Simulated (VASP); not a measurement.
# CaF in VASP: notebook, part 2 of 2

VASP 6.6.1. Earlier steps stand in the parts before.

## (3) Relaxation of the atoms, PBE+D3(BJ)

Input file INCAR:

```
PREC = Accurate ; ENCUT = 520
EDIFF = 1E-6 ; ISMEAR = 0
SIGMA = 0.05 ; LREAL = F
LASPH = T ; NELM = 80
ALGO = Normal ; ISIF = 2
LWAVE = F ; LCHARG = F
LDIPOL = T ; IDIPOL = 3
DIPOL = 0.5 0.5 0.294 ; GGA = PE
IVDW = 12 ; IBRION = 2
NSW = 60 ; EDIFFG = -0.005
```

Input file KPOINTS:

```
regular mesh
0
Gamma
  8 8 1
```

Input file POSCAR:

```
CaF
1.0
    3.7249700000      0.0000000000      0.0000000000
   -1.8624800000      3.2259200000      0.0000000000
    0.0000000000      0.0000000000     25.5276600000
Ca F
1 1
Selective dynamics
Direct
    0.6666700000      0.3333300000      0.3107600000  F F F
    0.0000000000      0.0000000000      0.2768400000  T T T
```

Potentials or basis: VASP PAW PBE potentials, release 64 (Ca_sv, F).

Launch:

```
$ cat potpaw_PBE.64/Ca_sv/POTCAR potpaw_PBE.64/F/POTCAR > POTCAR
$ mpirun -np 1 vasp_std > vasp.out
```

OUTCAR:

```text
PREC = Accurate
   ENCUT = 520
   EDIFF = 1E-6
   ISMEAR = 0
   LREAL = F
   LASPH = T
   NELM = 80
   ISIF = 2
   GGA = PE
   IVDW = 12
   IBRION = 2
   NSW = 60
   EDIFFG = -0.005
 IVDW          = 12

 ion  position               nearest neighbor table
   1  0.667  0.333  0.311-   2 2.32   2 2.32   2 2.32
   2  0.000  0.000  0.277-   1 2.32   1 2.32   1 2.32

  LATTYP: Found a hexagonal cell.
 ALAT       =     3.7249700000
 C/A-ratio  =     6.8531182801

  Lattice vectors:

 A1 = (   3.7249700000,   0.0000000000,   0.0000000000)
 A2 = (  -1.8624800000,   3.2259200000,   0.0000000000)
 A3 = (   0.0000000000,   0.0000000000,  25.5276600000)

Analysis of symmetry for initial positions (statically):
=====================================================================
 Subroutine PRICEL returns:
 Original cell was already a primitive cell.

 Routine SETGRP: Setting up the symmetry group for a
 hexagonal supercell.

 Subroutine GETGRP returns: Found  2 space group operations
 (whereof  2 operations were pure point group operations)
 out of a pool of 24 trial point group operations.

The static configuration has the point symmetry C_1h.

Analysis of symmetry for dynamics (positions and initial velocities):
=====================================================================
 Subroutine PRICEL returns:
 Original cell was already a primitive cell.

 Routine SETGRP: Setting up the symmetry group for a
 hexagonal supercell.

 Subroutine GETGRP returns: Found  2 space group operations
 (whereof  2 operations were pure point group operations)
 out of a pool of 24 trial point group operations.

The dynamic configuration has the point symmetry C_1h.

Analysis of constrained symmetry for selective dynamics:
=====================================================================
 Subroutine PRICEL returns:
 Original cell was already a primitive cell.

 Routine SETGRP: Setting up the symmetry group for a
 hexagonal supercell.

 Subroutine GETGRP returns: Found  2 space group operations
 (whereof  2 operations were pure point group operations)
 out of a pool of 24 trial point group operations.

The constrained configuration has the point symmetry C_1h.

 Subroutine INISYM returns: Found  2 space group operations
 (whereof  2 operations are pure point group operations),
 and found     1 'primitive' translations

----------------------------------------------------------------------------------------

                                     Primitive cell

  volume of cell :     306.7520

  direct lattice vectors                    reciprocal lattice vectors
     3.724970000  0.000000000  0.000000000     0.268458538  0.154994128  0.000000000
    -1.862480000  3.225920000  0.000000000     0.000000000  0.309989088  0.000000000
     0.000000000  0.000000000 25.527660000     0.000000000  0.000000000  0.039173195

  length of vectors
     3.724970000  3.724968671 25.527660000     0.309988978  0.309989088  0.039173195

  position of ions in fractional coordinates (direct lattice)
     0.666670000  0.333330000  0.310760000
     0.000000000  0.000000000  0.276840000
[... 56 lines left out ...]
   number of dos      NEDOS =    301   number of ions     NIONS =      2
   total plane-waves  NPLWV = 150528
   dimension x,y,z NGX =    28 NGY =   28 NGZ =  192
   dimension x,y,z NGXF=    56 NGYF=   56 NGZF=  384
   ions per type =               1   1
   NGX,Y,Z   is equivalent  to a cutoff of  12.50, 12.50, 12.50 a.u.
   NGXF,Y,Z  is equivalent  to a cutoff of  24.99, 24.99, 25.01 a.u.
 SYSTEM =  unknown system
   PREC   = accura    normal or accurate (medium, high low for compatibility)
   ISTART =      0    job   : 0-new  1-cont  2-samecut
   ICHARG =      2    charge: 1-file 2-atom 10-const
   ISPIN  =      1    spin polarized calculation?
   LNONCOLLINEAR =      F non collinear calculations
   LSORBIT =      F    spin-orbit coupling
   LASPH  =      T    aspherical Exc in radial PAW
   ENCUT  =  520.0 eV  38.22 Ry    6.18 a.u.   6.93  6.93 47.46*2*pi/ulx,y,z
   NELM   =     80;   NELMIN=  2; NELMDL= -5     # of ELM steps
   EDIFF  = 0.1E-05   stopping-criterion for ELM
   LREAL  =      F    real-space projection
   EDIFFG = -.5E-02   stopping-criterion for IOM
   NSW    =     60    number of steps for IOM
   IBRION =      2    ionic relax: 0-MD 1-quasi-New 2-CG
   NFREE  =      1    steps in history (QN), initial steepest desc. (CG)
   ISIF   =      2    stress and relaxation
   ISYM   =      2    0-nonsym 1-usesym 2-fastsym
   POTIM  = 0.5000    time-step for ionic-motion
   TEBEG  =    0.0;   TEEND  =   0.0 temperature during run
   PSTRESS=    0.0 pullay stress
   NELECT =      17.0000    total number of electrons
   NUPDOWN=      -1.0000    fix difference up-down
   EMIN   =  10.00;   EMAX   =-10.00  energy-range for DOS
   EFERMI =   0.00;   METHOD = LEGACY
   ISMEAR =     0;   SIGMA  =   0.05  broadening in eV -4-tet -1-fermi 0-gaus
   EFERMI_NEDOS =   21; number of points for ismear=-14 and -15
   IALGO  =     38    algorithm
   IMIX   =      4    mixing-type and parameters
     AMIX     =   0.40;   BMIX     =  1.00
     AMIX_MAG =   1.60;   BMIX_MAG =  1.00
  volume/ion in A,a.u.               =     153.38      1035.03
  Fermi-wavevector in a.u.,A,eV,Ry     =   0.624159  1.179490  5.300485  0.389575
  Thomas-Fermi vector in A             =   1.684619
   LORBIT       =      0    0 simple, 1 ext, 2 COOP (PROOUT), +10 PAW based schemes
   GGA     = PE    functional components
   LHFCALC =     F    Hartree Fock is set to
   AEXX    =    0.0000 exact exchange contribution
   IVDW    =    12    specifies the selected vdW correction
   LEPSILON=     F    determine dielectric tensor
   LRPA    =     F    only Hartree local field effects (RPA)
 conjugate gradient relaxation of ions
 non-spin polarized calculation
 Gauss-broadening in eV      SIGMA  =   0.05
  energy-cutoff  :      520.00
  volume of cell :      306.75
 maximum number of plane-waves:      8291
   NGX = 13   NGY = 13   NGZ = 95

 dipolmoment           0.000000      0.000000     -0.012660 electrons x Angstroem

--------------------------------------- Ionic step        1  -------------------------------------------

 number of electron      17.0000005 magnetization

 Free energy of the ion-electron system (eV)
  ---------------------------------------------------
  ext. energy  EPLUGINS =         0.00000000
  ---------------------------------------------------
  free energy    TOTEN  =        -8.63500979 eV

  energy without entropy =       -8.63335350  energy(sigma->0) =       -8.63418165

------------------------ aborting loop because EDIFF is reached ----------------------------------------

 Edisp (eV)   -0.14099

 E8    (eV) :    -0.0670
[... 151 lines left out ...]
--------------------------------------- Ionic step        5  -------------------------------------------

 number of electron      17.0000000 magnetization

 dipolmoment           0.000000      0.000000      0.098669 electrons x Angstroem

 Free energy of the ion-electron system (eV)
  ---------------------------------------------------
  ext. energy  EPLUGINS =         0.00000000
  ---------------------------------------------------
  free energy    TOTEN  =        -8.63519992 eV

  energy without entropy =       -8.63354363  energy(sigma->0) =       -8.63437178

 E-fermi :  -2.0352     XC(G=0):  -1.7748

 val. band max:       -2.2358105053   @ k =   0.2500   0.1250   0.0000
 cond. band min:      -2.0010282474   @ k =  -0.3750   0.3750   0.0000
 fundamental gap:      0.2347822579
 Fermi energy:        -2.0352268129

 k-point     1 :       0.0000    0.0000    0.0000
  band No.  band energies     occupation
      1     -44.9704      2.00000
      2     -27.8926      2.00000
      3     -25.8624      2.00000
      4     -25.8624      2.00000
      5     -25.7998      2.00000
      6      -9.4781      2.00000
      7      -9.4781      2.00000
      8      -9.3449      2.00000
      9      -3.6572      2.00000
     10      -1.0231      0.00000
     11      -0.4211      0.00000
     12       0.4122      0.00000
[... 288 lines left out ...]
      1     -44.9438      2.00000
      2     -28.1583      2.00000
      3     -25.9913      2.00000
      4     -25.9716      2.00000
      5     -25.4677      2.00000
      6      -9.5786      2.00000
      7      -9.4445      2.00000
      8      -9.0773      2.00000
      9      -1.7298      0.00000
     10      -0.7150      0.00000
     11      -0.0195      0.00000
     12       0.1691      0.00000

------------------------ aborting loop because EDIFF is reached ----------------------------------------

 vacuum level on the upper side and lower side of the slab       (xc-potential included)         0.712        -0.796

 Edisp (eV)   -0.14095

 E8    (eV) :    -0.0670

  FORCE on cell =-STRESS in cart. coord.  units (eV):
  Direction    XX          YY          ZZ          XY          YZ          ZX
  --------------------------------------------------------------------------------------
  -------------------------------------------------------------------------------------
  Total      -0.14411    -0.14416    -0.04573    -0.00005     0.00001    -0.00001
  in kB      -0.75268    -0.75297    -0.23885    -0.00024     0.00005    -0.00008
  external pressure =       -0.58 kB  Pullay stress =        0.00 kB
[... 17 lines left out ...]
  FREE ENERGIE OF THE ION-ELECTRON SYSTEM (eV)
  ---------------------------------------------------
  free  energy   TOTEN  =        -8.7761456577 eV

  energy  without entropy=       -8.7744893636  energy(sigma->0) =       -8.77531751

 reached required accuracy - stopping structural energy minimisation

 vacuum level on the upper side and lower side of the slab         1.763         0.212
```

CONTCAR:

```text
CaF
   1.00000000000000
     3.7249699999999999    0.0000000000000000    0.0000000000000000
    -1.8624799999999999    3.2259199999999999    0.0000000000000000
     0.0000000000000000    0.0000000000000000   25.5276600000000009
  Ca              F
     1     1
Selective dynamics
Direct
     0.6666700000000034    0.3333299999999966    0.3107600000000019   F   F   F
     0.0000018319336076    0.9999981680663924    0.2764198624511375   T   T   T

  0.00000000E+00  0.00000000E+00  0.00000000E+00
  0.00000000E+00  0.00000000E+00  0.00000000E+00
```

It took 2.3 min on 1 thread of Intel Xeon Platinum 8559C (Emerald Rapids), shared host; peak memory 0.45 GiB.

What came out:

```
Free energy                : -8.7761 eV
Energy gained by relaxing  : 0.1 meV/atom
Ionic steps                : 5
Band gap on the k mesh     : none (metal or under the smearing width)
Dispersion energy per atom : -0.070 eV
```

Step by step:
```csv
step,energy change (eV),largest force (eV/Å),pressure (GPa)
1,0.0000,0.0291,-0.04
2,0.0000,0.0258,-0.04
3,-0.0001,0.0131,-0.05
4,-0.0001,0.0084,-0.07
5,-0.0001,0.0020,-0.06
```

Final structure:
```yaml
crystal:
  lattice:
    - [3.72497, 0.00000, 0.00000]
    - [-1.86248, 3.22592, 0.00000]
    - [0.00000, 0.00000, 25.52766]
  atoms:
    - { symbol: Ca, position: [0.66667, 0.33333, 0.31076] }
    - { symbol: F, position: [0.00000, 0.00000, 0.27642] }
```

Caveat: an odd number of electrons without spin polarisation forces a metal; a magnetic or distorted state may lie lower.
